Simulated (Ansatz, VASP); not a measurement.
## One calculation of S, two programs

Contents of INCAR:

```
PREC = Accurate
ENCUT = 520
EDIFF = 1E-6
ISMEAR = -1
SIGMA = 0.08
LREAL = F
LASPH = T
NELM = 80
ALGO = Normal
ISIF = 2
LWAVE = F
LCHARG = F
GGA = CA
NBANDS = 9
```

Contents of KPOINTS:

```
regular mesh
0
Gamma
  16 16 16
```

File POSCAR:

```
S
1.0
   -1.4878049490      1.4878049490      1.4878049490
    1.4878049490     -1.4878049490      1.4878049490
    1.4878049490      1.4878049490     -1.4878049490
S
1
Direct
    0.0000000000      0.0000000000      0.0000000000
```

Input for Ansatz:

```yaml
crystal:
  lattice:
    - [-1.487804949, 1.487804949, 1.487804949]
    - [1.487804949, -1.487804949, 1.487804949]
    - [1.487804949, 1.487804949, -1.487804949]
  atoms:
    - { symbol: S, position: [0.0, 0.0, 0.0] }
kpoints:
  mp_grid: { grid: [16, 16, 16] }
scf:
  occupations: { method: fermi_dirac, width: 0.08 }
hamiltonian:
  xc: lda
  pseudopotentials: { kind: paw }
output:
  forces: true
  stress: true
  eigenvalues: true
  populations: true
```

Change from the starting cell: volume scaled by 0.9, PAW files.

Alike in both runs: task single point; functional LDA; k mesh 16 × 16 × 16; occupations fermi-dirac, width 0.08 eV; no spin polarisation.

|  | VASP | Ansatz |
| --- | --- | --- |
| version | VASP 6.6.1 | Ansatz 0.2.0 |
| potentials or method | VASP PAW LDA potentials, release 64 (S) | PAW with Ansatz's default frozen-core files, scalar-relativistic |
| plane-wave cutoff (eV) | 520 | 420 |
| valence electrons in the cell | 6 | 6 |

```tsv
	VASP	Ansatz	Ansatz less VASP
pressure (GPa)	13.5	13.6	+0.11
```
